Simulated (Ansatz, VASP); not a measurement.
**Pt (Pt strained to the junction's net): VASP beside Ansatz**

One calculation is typed for both programs; each brings its own data sets. How far apart do they land? The structure shown is the end of the Ansatz relaxation below.

Calculated with Ansatz 0.2.0; plane waves, with VASP 6.6.1 beside it; single point at PBE.

### Step 1. The starting structure

Symmetry: R-3m, No. 166, trigonal system. Conventional cell: a = 2.878 Å, b = 2.878 Å, c = 6.695 Å, α = 90.00°, β = 90.00°, γ = 120.00°. Pt has 12 Pt at 2.78 to 2.88 Å nearest.

### Step 2. Ansatz: relaxation, PBE

Ansatz runs on its default PAW (the set named soft_2) files.

This run makes the geometry at which the two programs are then compared.

File input.yaml:

```yaml
crystal:
  lattice:
    - [2.878, 0.0, 0.0]
    - [-1.439, 2.4924211121, 0.0]
    - [0.0, 0.0, 6.7548688645]
  atoms:
    - { symbol: Pt, position: [0.0, 0.0, 0.0] }
    - { symbol: Pt, position: [0.3333333333, 0.6666666667, 0.3333333333] }
    - { symbol: Pt, position: [0.6666666667, 0.3333333333, 0.6666666667] }
kpoints:
  mp_grid: { grid: [18, 18, 5] }
scf:
  occupations: { method: fermi_dirac, width: 0.1 }
  max_iter: 150
hamiltonian:
  xc: pbe
relax:
  f_tol: 0.01
  max_steps: 40
  cell: { fix: [a, b, angles] }
```

Command:

```sh
$ ansatz run input.yaml --threads 4 --pin off --max-ram 10240MiB --backend cpu --events-out ev --progress --plain --runs-dir out
```

Numbers of over 12 decimals in the logs are rounded to 6 here.

The log of the run:

```text
Engine: ansatz 0.2.0, x86_64-unknown-linux-gnu
Pseudopotentials: kind: paw
Pseudopotential: Pt, paw, valence charge 18, recommended cutoff 420 eV (normal), Pt.paw.azcp
Functional definition: PBE
  parameter kappa = 0.804
  parameter beta = 0.066725
  exchange = pbe_x(kappa = kappa, mu = beta*pi^2/3)
  correlation = pbe_c(beta = beta)
Crystal: 3 atoms, lattice volume = 48.454 Å³
Basis set: ecut = 420 eV, 935 PW (Γ), exchange–correlation on 40×40×96 points (8 copies of the dense FFT grid, shifted against one another)
Bands: 33, of which v1, the nominal top of the filled ones, is band 27 counted from 1 (26 counted from 0)
Symmetry: 36 space group operations
Space group: R-3m (ITA 166), of the structure as read, at distance tolerance 3.6e-5 Å
k-points: 165 of 1620
Non-local potential: Pt, projectors of the file, l = 0: 3, l = 1: 2, l = 2: 2, l = 3: 1
PAW form: soft (Blöchl's): semilocal exchange-correlation on the pseudo side does not see the compensation charge
PAW one-centre angular grid: Pt, 590 points (default); XC on 64 Gauss nodes
Initial density: superposition of atomic densities (neutral atoms: chi_scale 0, normalization atom), corrected by the library's trained network
Initial wavefunctions: pseudopotential atomic-orbital guess
Functional: x = pbe(κ = 0.804, μ = 0.219515), c = pbe(β = 0.066725)
SCF iter   1: F=—  HF=-37569.076944 eV  |F-HF|=—  |Δ(HF+E_count)|=         —  Δρ=3.23e-3  dr2=8.64e-4  ethr=1.77e-3  ⟨swp⟩=5.2  Hψ=18919  notcnv=0
preconditioner: auto → Kerker (q_TF=auto, 2.778 Å⁻¹)  [metal: Δε(μ)=0.001 eV  Ē_g=8.844 eV  σ=0.100 eV  W_gap=0.00  n_scr=22 (ndim 8)  ℏωp=29.2 eV  f_vac=0.000  D(μ)=5.57/eV (n_scr^D=80)]
SCF iter   2: F=—  HF=-37569.080283 eV  |F-HF|=—  |Δ(HF+E_count)|=   3.34e-3  Δρ=1.79e-3  dr2=2.78e-4  ethr=1.60e-6  ⟨swp⟩=2.8  Hψ=11444  notcnv=0
SCF iter   3: F=—  HF=-37569.080755 eV  |F-HF|=—  |Δ(HF+E_count)|=   4.71e-4  Δρ=1.25e-4  dr2=2.80e-6  ethr=5.14e-7  ⟨swp⟩=2.0  Hψ=7804  notcnv=0
SCF iter   4: F=—  HF=-37569.080743 eV  |F-HF|=—  |Δ(HF+E_count)|=   1.15e-5  Δρ=5.51e-5  dr2=7.65e-7  ethr=5.19e-9  ⟨swp⟩=1.4  Hψ=6274  notcnv=0
iter 5 did not close the SCF: its close was put off for the readings that it lacked (scf_convergence_deferred on its scf_iter line)
SCF iter   5: F=-37569.080743 eV  HF=-37569.080743 eV  |F-HF|=1.51e-9  |Δ(HF+E_count)|=   2.66e-7  Δρ=9.10e-6  dr2=3.54e-8  ethr=1.42e-9  ⟨swp⟩=2.2  Hψ=6818  notcnv=0
SCF iter   6: F=-37569.080743 eV  HF=-37569.080743 eV  |F-HF|=4.37e-10  |Δ(HF+E_count)|=   3.11e-9  Δρ=2.54e-6  dr2=2.01e-9  ethr=6.56e-11  ⟨swp⟩=2.0  Hψ=17207  notcnv=0
SCF 1 converged in 6 iterations: F = -37569.080743 eV  dr2 = 2.01e-9
  greatest PAW one-centre occupation: 1.000 electrons in one spin orbital (limit 2), on the Pt atom at site 2 (counted from 0), in its partial waves of l = 0
relax step   1: F+E_penalty+E_count = -37569.08074339 eV  Δ(F+E_penalty+E_count) = +0.000e0 eV  max|allowed force component| = 8.845e-28 eV/Å  Δτ_max = 0.0000 Å  P = -6.493 GPa  Ω = 48.454 Å³  fix = [a, b, alpha, beta, gamma]  reactions: a -8.187, b -8.187 GPa  (6 SCF iters, dr2 threshold 1.00e-7 eV, accepted)
[...]
relax step   2: F+E_penalty+E_count = -37569.08105978 eV  Δ(F+E_penalty+E_count) = -3.164e-4 eV  max|allowed force component| = 3.860e-26 eV/Å  Δτ_max = 0.0000 Å  P = -2.142 GPa  Ω = 47.598 Å³  energy of the carried Pulay correction = +3.810e-4 eV  fix = [a, b, alpha, beta, gamma]  (6 SCF iters, dr2 threshold 3.00e-7 eV, rejected (line search))
[...]
relax step   3: F+E_penalty+E_count = -37569.08517514 eV  Δ(F+E_penalty+E_count) = -4.432e-3 eV  max|allowed force component| = 1.683e-29 eV/Å  Δτ_max = 0.0000 Å  P = -4.473 GPa  Ω = 48.040 Å³  energy of the carried Pulay correction = +1.835e-4 eV  fix = [a, b, alpha, beta, gamma]  reactions: a -6.640, b -6.640 GPa  (7 SCF iters, accepted)
[...]
relax step   4: F+E_penalty+E_count = -37569.08519158 eV  Δ(F+E_penalty+E_count) = -1.644e-5 eV  max|allowed force component| = 5.719e-28 eV/Å  Δτ_max = 0.0000 Å  P = -4.380 GPa  Ω = 48.021 Å³  energy of the carried Pulay correction = +1.917e-4 eV  fix = [a, b, alpha, beta, gamma]  reactions: a -6.568, b -6.568 GPa  (6 SCF iters, dr2 threshold 4.92e-8 eV, accepted)
[...]
relax step   5: F+E_penalty+E_count = -37569.08497594 eV  Δ(F+E_penalty+E_count) = +2.156e-4 eV  max|allowed force component| = 8.788e-29 eV/Å  Δτ_max = 0.0000 Å  P = -4.375 GPa  Ω = 48.021 Å³  fix = [a, b, alpha, beta, gamma]  reactions: a -6.566, b -6.566 GPa  stress off target by 5.97e-3 GPa on what of the cell is left free  SCF on the basis re-selected at this cell (its energy is not comparable with the rows above)  (8 SCF iters)
basis re-selected at this cell: Δ(F+E_penalty+E_count) = +2.156e-4 eV, ΔP = +0.004 GPa vs the last step (what re-selecting the basis moved, of the pressure what is left beyond the Pulay correction that the steps carried, after the strain that the cell walked since its last selection, with what the two solves' SCF thresholds leave and, on support functions, any second-order correction that the steps lacked; it is no measure of the basis error at this ecutwfc). The dense FFT grid was sized anew with the basis: this SCF ran on 20×20×45 points, the steps before it on 20×20×48, so part of this shift can come from that change (see relax.cell in the input reference). [rest of the remark cut]
SCF converged after 8 iterations
Free energy (F): -37569.084976 eV
Harris-Foulkes:  -37569.084976 eV  (|F-HF|=0.00e0)
Internal energy: -37568.913821 eV  (E = F + TS)
E sigma→0 (E₀):  -37568.999398 eV
Entropy (-TS):   -0.171155 eV (-57.052 meV/atom)
Fermi energy:    21.605737 eV
--- Per-component energies (eV) ---
  E_band       = -467.157465
  E_kinetic    = 1908.998686
  E_local      = -4624.502551  (includes V_loc(G=0)·N_el)
  E_nonlocal   = 599.561100
  E_hartree    = 1710.007797
  E_xc         = -783.878782
  E_vxc        = -906.541259  (∫ρ·V_xc dr)
  E_paw        = -28361.576887  (= ΣΔE_a)
  E_vpaw       = -864.689668  (= ΣTr[D̂ρ^β])
  E_aug_tail   = 0.000633  (compensation charges beyond the density's cutoff)
  E_ewald      = -8017.523817
  E_smearing   = -0.171155  (= −TS)
  E_closure    = 0.000000  (closes the sum)
  Σ components = -37569.084976   (vs F -37569.084976, Δ=0.00e0)
--- Forces (eV/Å), atoms counted from 1 ---
  atom   1  Pt     0.00000000     0.00000000    -0.00000000
  atom   2  Pt     0.00000000    -0.00000000     0.00000000
  atom   3  Pt     0.00000000    -0.00000000    -0.00000000
  max |Σ_I F_I| component: 3.26e-29 eV/Å
--- Stress (GPa, compression-positive) ---
       -6.565672       0.000000      -0.000000
        0.000000      -6.565672      -0.000000
       -0.000000      -0.000000       0.005969
  P = ⅓ Tr σ = -4.3751 GPa (-43.751 kbar)
--- Relaxed structure (4 steps of the walk, 3 accepted, 1 SCFs on fresh bases) ---
  F+E_penalty+E_count = -37569.08497594 eV   max|allowed force component| = 8.788e-29 eV/Å   (the final SCF, on the basis selected at the relaxed cell)
  cell:  # Å, volume = 48.0214 Å³
    - [2.878000, 0, 0]
    - [-1.439000, 2.492421, 0]
    - [0, 0, 6.694568]
  atoms:
    - { symbol: Pt, position: [0, 0, 0] }
    - { symbol: Pt, position: [0.333333, 0.666667, 0.333333] }
    - { symbol: Pt, position: [0.666667, 0.333333, 0.666667] }
```

In the SCF lines HF is the Harris–Foulkes energy and dr2 the Hartree energy of the density residual, in eV; the loop may stop once dr2 is under the threshold and the program's other checks hold. Hψ counts applications of the Hamiltonian.

### Step 3. VASP: single point, PBE

The same cell, functional, mesh and smearing now go to VASP, with its own data sets.

Lines of VASP's logs that name or quote its potential files are left out, and so is its time.

File INCAR:

```
SYSTEM = Pt
PREC = Accurate
ENCUT = 500
EDIFF = 1E-06
NELM = 120
ISMEAR = -1
SIGMA = 0.1
LREAL = .FALSE.
ALGO = Normal
GGA = PE
NBANDS = 21
LASPH = .TRUE.
LORBIT = 11
LWAVE = .FALSE.
LCHARG = .FALSE.
ISIF = 2
GGA_COMPAT = .FALSE.
```

File POSCAR:

```
Pt
1.0
    2.8780000000      0.0000000000      0.0000000000
   -1.4390000000      2.4924211121      0.0000000000
    0.0000000000      0.0000000000      6.6945683337
Pt
3
Direct
    0.0000000000      0.0000000000      0.0000000000
    0.3333333333      0.6666666667      0.3333333333
    0.6666666667      0.3333333333      0.6666666667
```

File KPOINTS:

```
Automatic mesh
0
Gamma
18 18 5
0 0 0
```

PAW data sets: Pt (PBE family, release 64).

Command:

```sh
$ mpirun -np 1 vasp_std
```

The log of the run:

```text
[banner, memory and clock lines left out]
running    1 mpi-ranks, on    1 nodes
 distrk:  each k-point on    1 cores,    1 groups
 distr:  one band on    1 cores,    1 groups

 POSCAR found type information on POSCAR Pt
 POSCAR found :  1 types and       3 ions
 LDA part: xc-table for (Slater+PW92), standard interpolation
 POSCAR, INCAR and KPOINTS ok, starting setup
 FFT: planning ... GRIDC
 FFT: planning ... GRID_SOFT
 FFT: planning ... GRID
 WAVECAR not read
 entering main loop
       N       E                     dE             d eps       ncg     rms          rms(c)
DAV:   1     0.168963745472E+03    0.16896E+03   -0.14993E+04  7058   0.132E+03
DAV:   2    -0.150887343298E+02   -0.18405E+03   -0.17240E+03  7526   0.288E+02
DAV:   3    -0.194473224355E+02   -0.43586E+01   -0.42562E+01  8038   0.436E+01
DAV:   4    -0.194816633664E+02   -0.34341E-01   -0.34301E-01  7700   0.403E+00
DAV:   5    -0.194820317270E+02   -0.36836E-03   -0.36834E-03  8073   0.449E-01    0.188E+01
DAV:   6    -0.184375334885E+02    0.10445E+01   -0.21443E+00  7575   0.114E+01    0.998E+00
DAV:   7    -0.183448502635E+02    0.92683E-01   -0.39654E-01  7890   0.475E+00    0.338E+00
DAV:   8    -0.183343254193E+02    0.10525E-01   -0.43597E-02  7405   0.156E+00    0.100E+00
DAV:   9    -0.183336823976E+02    0.64302E-03   -0.61625E-04  7770   0.193E-01    0.312E-02
DAV:  10    -0.183337021854E+02   -0.19788E-04   -0.11029E-05  7873   0.243E-02    0.105E-02
DAV:  11    -0.183337036881E+02   -0.15027E-05   -0.91945E-07  4800   0.690E-03    0.525E-03
DAV:  12    -0.183337033869E+02    0.30117E-06   -0.12184E-07  4095   0.293E-03
   1 F= -.18333703E+02 E0= -.18247788E+02  d E =-.171830E+00
```

Parts of OUTCAR (step 3):

```text
ion  position               nearest neighbor table
   1  0.000  0.000  0.000-   2 2.78   3 2.78   3 2.78   2 2.78   3 2.78   2 2.78
   2  0.333  0.667  0.333-   1 2.78   1 2.78   1 2.78   3 2.78   3 2.78   3 2.78
   3  0.667  0.333  0.667-   1 2.78   1 2.78   1 2.78   2 2.78   2 2.78   2 2.78

  LATTYP: Found a hexagonal cell.
 ALAT       =     2.8780000000
 C/A-ratio  =     2.3261182535

 Subroutine GETGRP returns: Found 12 space group operations
 (whereof 12 operations were pure point group operations)

The static configuration has the point symmetry D_3d.

 Found    165 irreducible k-points:

   k-points           NKPTS =    165   k-points in BZ     NKDIM =    165   number of bands    NBANDS=     21

   dimension x,y,z NGX =    24 NGY =   24 NGZ =   50
   dimension x,y,z NGXF=    48 NGYF=   48 NGZF=  100

   ENCUT  =  500.0 eV  36.75 Ry    6.06 a.u.   5.25  5.25 12.21*2*pi/ulx,y,z

   NELECT =      30.0000    total number of electrons

 k-points in reciprocal lattice and weights: Automatic mesh
   0.00000000  0.00000000  0.00000000       0.001
   0.05555556 -0.00000000  0.00000000       0.004
   0.11111111 -0.00000000  0.00000000       0.004
   0.16666667 -0.00000000  0.00000000       0.004
   0.22222222 -0.00000000  0.00000000       0.004
   0.27777778 -0.00000000  0.00000000       0.004
   0.33333333  0.00000000  0.00000000       0.004
   0.38888889 -0.00000000  0.00000000       0.004
   0.44444444 -0.00000000  0.00000000       0.004
[...]
-0.27777778 -0.38888889  0.40000000       0.007
   0.33333333  0.33333333  0.40000000       0.002

 average (electrostatic) potential at core
       1 -63.8059       2 -63.8059       3 -63.8059

 E-fermi :  10.1527

 k-point     1 :       0.0000    0.0000    0.0000
  band No.  band energies     occupation
    ...
     14       8.7121      2.00000
     15       9.3269      1.99948
     16       9.3269      1.99948
     17       9.3269      1.99948
     18       9.3269      1.99948
     19      20.9744      0.00000
     20      20.9744      0.00000
     21      24.8979      0.00000

 k-point     2 :       0.0556   -0.0000    0.0000
  band No.  band energies     occupation
    ...
     14       8.7218      2.00000
     15       9.0491      1.99997
     16       9.3232      1.99950
     17       9.5894      1.99287
     18       9.8076      1.93852
     19      21.0103      0.00000
     20      21.0131      0.00000
     21      25.0375      0.00000

 k-point     3 :       0.1111   -0.0000    0.0000
  band No.  band energies     occupation
    ...
     13       8.5698      2.00000
     14       8.7598      2.00000
     15       8.7747      2.00000
     16       9.6965      1.97932
     17       9.8251      1.92719
     18      10.4965      0.06226
     19      21.0970      0.00000
     20      21.1164      0.00000
     21      25.4190      0.00000

  Total       -2.0973279     -2.0973279     -0.1322837      0.0000000      0.0000000      0.0000000
  in kB      -69.9748738    -69.9748738     -4.4134904      0.0000000      0.0000000      0.0000000
  external PRESSURE =     -48.1210794 kB  Pullay stress =       0.0000000 kB

  energy-cutoff  :      500.00
  volume of cell :       48.02
      direct lattice vectors                 reciprocal lattice vectors
     2.878000000  0.000000000  0.000000000     0.347463516  0.200608155  0.000000000
    -1.439000000  2.492421112  0.000000000     0.000000000  0.401216309  0.000000000
     0.000000000  0.000000000  6.694568334     0.000000000  0.000000000  0.149374829

 POSITION                                       TOTAL-FORCE (eV/Angst)
 -----------------------------------------------------------------------------------
      0.00000      0.00000      0.00000         0.000000      0.000000     -0.000000
     -0.00000      1.66161      2.23152         0.000000     -0.000000      0.000000
      1.43900      0.83081      4.46305        -0.000000      0.000000     -0.000000
 -----------------------------------------------------------------------------------
    total drift:                               -0.000000      0.000000     -0.000000

  FREE ENERGIE OF THE ION-ELECTRON SYSTEM (eV)
  ---------------------------------------------------
  free  energy   TOTEN  =       -18.3337033869 eV

  energy  without entropy=      -18.1618729256  energy(sigma->0) =      -18.24778816

 total charge
# of ion       s       p       d       tot
------------------------------------------
    1        0.611   0.542   8.003   9.156
    2        0.611   0.542   8.003   9.156
    3        0.611   0.542   8.003   9.156
--------------------------------------------------
tot          1.832   1.627  24.010  27.469

[... 3 further parts left out ...]
```

The run ends at a pressure of -4.81 GPa.

### Step 4. Comparison

Known differences besides the potentials themselves: the data sets hold 54 valence electrons in Ansatz (on its default PAW (the set named soft_2) files) and 30 in VASP; the cutoff is 420 eV in Ansatz and 500 eV in VASP; Ansatz's pressure holds a Pulay correction, VASP's none. Total energies have different zeros and are not compared.

Compared:

```tsv
quantity	Ansatz	VASP	difference
pressure (GPa)	-4.38	-4.81	+0.44
```

### Step 5. Summary of results

```
difference in pressure (single point, PBE) : 0.44 GPa
```

What this shows: The difference in pressure is 0.44 GPa (single point, PBE), within the 1 GPa picked in this series as the mark of a large difference. The data sets hold unlike numbers of valence electrons (54 in Ansatz and 30 in VASP), so part of the differences comes from the potentials. How closely two codes agree says nothing of how well the functional describes the real material.

[Lines on the potential files, build, host, timing and source positions are cut from VASP's logs without a mark.]

[Logs are printed without paths, hosts, clocks, repeated set-up lines and the standing remarks that a program may print on its own settings, such as how far it seeks lower states.]

[Hosts, paths, dates, database ids (printed as entryN), source tags and the programs' standing remarks are cut or masked in the printed files.]
